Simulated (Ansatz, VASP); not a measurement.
# One calculation of GaAs, two programs

Contents of INCAR:

```
SYSTEM = GaAs
PREC = Accurate
ENCUT = 520
EDIFF = 1E-6
ISMEAR = 0
SIGMA = 0.1
LREAL = .FALSE.
LASPH = .TRUE.
NELM = 100
ALGO = Normal
ISIF = 2
LWAVE = .FALSE.
LCHARG = .FALSE.
GGA = PS
NBANDS = 16
```

File KPOINTS:

```
Automatic mesh
0
G
  6 6 6
  0 0 0
```

The input POSCAR:

```
GaAs
1.0
    0.0000000000      2.8750910500      2.8750910500
    2.8750910500      0.0000000000      2.8750910500
    2.8750910500      2.8750910500      0.0000000000
Ga As
1 1
Direct
    0.0000000000      0.0000000000      0.0000000000
    0.7500000000      0.7500000000      0.7500000000
```

Input for Ansatz:

```yaml
crystal:
  lattice:
    - [0.0, 2.87509105, 2.87509105]
    - [2.87509105, 0.0, 2.87509105]
    - [2.87509105, 2.87509105, 0.0]
  atoms:
    - { symbol: Ga, position: [0.0, 0.0, 0.0] }
    - { symbol: As, position: [0.75, 0.75, 0.75] }
basis:
  ecutwfc: 420
kpoints:
  mp_grid: { grid: [6, 6, 6] }
hamiltonian:
  xc: pbesol
scf:
  occupations: { method: gaussian, width: 0.1 }
output:
  forces: true
  stress: true
  eigenvalues: true
```

The cell is a database's computed one.

Alike in both runs: task single point; functional PBEsol; k mesh 6 × 6 × 6; occupations gaussian, width 0.1 eV; no spin polarisation.

|  | VASP | Ansatz |
| --- | --- | --- |
| version | VASP 6.6.1 | Ansatz 0.2.0 |
| potentials or method | VASP PAW PBE potentials, release 64 (Ga_d, As) | scalar-relativistic, plane waves, PAW |
| plane-wave cutoff (eV) | 520 | 420 |
| valence electrons in the cell | 18 | 28 |

```csv
,VASP,Ansatz,Ansatz less VASP
gap on the k mesh at the Fermi level (eV),0.08,0.07,-0.011
least direct gap on the mesh (eV),0.08,0.07,-0.011
pressure (GPa),-2.8,-2.9,-0.11
```

The functional is the same, so the differences come from potentials, cutoffs and numerics. The two sets of potentials don't hold the same shells in valence.

Caveats: the PAW data sets were made with another functional, which shifts forces and pressure a little (VASP).
